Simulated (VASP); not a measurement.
# TiO2 (Anatase) under changes of volume

One of the cells (11.456 Å³/atom); the others are scaled copies at fixed shape and fractional positions:

```
CELL_PARAMETERS angstrom
-1.89583 1.89583 4.78124
1.89583 -1.89583 4.78124
1.89583 1.89583 -4.78124
ATOMIC_POSITIONS crystal
Ti 0.75000 0.25000 0.50000
Ti 0.00000 0.00000 0.00000
O 0.79159 0.79159 0.00000
O 0.54159 0.04159 0.50000
O 0.95841 0.45841 0.50000
O 0.20841 0.20841 0.00000
```

| Property | Result |
| --- | --- |
| Program | VASP 6.6.1 |
| Functional | PBE |
| Dispersion | D3(BJ) |
| Potentials or basis | VASP PAW PBE potentials, release 64 (Ti_sv, O) |
| Cutoff | 520 eV |
| k mesh | 8 × 8 × 8 |
| Occupations | gaussian, width 0.02 eV |
| Spin | no spin polarisation |

```csv
volume (Å³/atom),energy over the lowest point (meV/atom),pressure (GPa),gap on the mesh (eV),largest force (eV/Å)
10.998,14.64,9.9,2.20,0.235
11.227,3.91,4.8,2.16,0.110
11.456,0.00,0.3,2.11,0.005
11.685,2.24,-3.7,2.07,0.112
11.915,?,?,?,?
```

Task: What does the run at 11.915 Å³/atom give?

Result: Energy over the lowest point 10.01 meV/atom; pressure -7.4 GPa; gap on the mesh 2.02 eV; largest force 0.212 eV/Å.

Worked out: A Birch-Murnaghan fit of order 2 (a polynomial in V^(-2/3)) to the other rows has its minimum at 11.48 Å³/atom with B0 = V·E''(V) = 213 GPa at fixed shape and positions, which overstates the stiffness. It gives 10.11 meV/atom at 11.915 Å³/atom, against the run's 10.01, and -dE/dV = -7.3 GPa, against -7.4. A straight line through the other rows of the gap, of slope -2.18 eV per unit of ln V, extrapolates to 2.03 eV, against the run's 2.02.

Energies are extrapolated to zero smearing.

A mesh can miss the band edges.
